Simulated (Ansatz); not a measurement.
Consider ZnTe in the zinc blende structure (space group F-43m, No. 216).

```xyz
2
Lattice="0.0000 3.0895 3.0895 3.0895 0.0000 3.0895 3.0895 3.0895 0.0000" Properties=species:S:1:pos:R:3 pbc="T T T"
Te     4.6343     4.6343     4.6343
Zn     0.0000     0.0000     0.0000
```

Cartesian axes are those of the cell as printed.

All numbers come from PBE (Ansatz, a first-principles code, PAW, spin-orbit coupling left out).

Perturbation: tensor shear ε_yz = +0.73 % (engineering shear γ = 0.0146); the atoms relax in the strained cell.

Predict the stress tensor and what it implies for the stiffness.

Stress of the strained cell less that of the base (GPa, compression positive):
```
   0.00    0.00    0.00
   0.00    0.01   -0.43
   0.00   -0.43    0.01
```

Then −Δσ/γ with γ = 2ε = 0.0146 gives relaxed-ion elastic constants: C44 ≈ 30 GPa.

Whether these cells are dynamically stable was not tested.
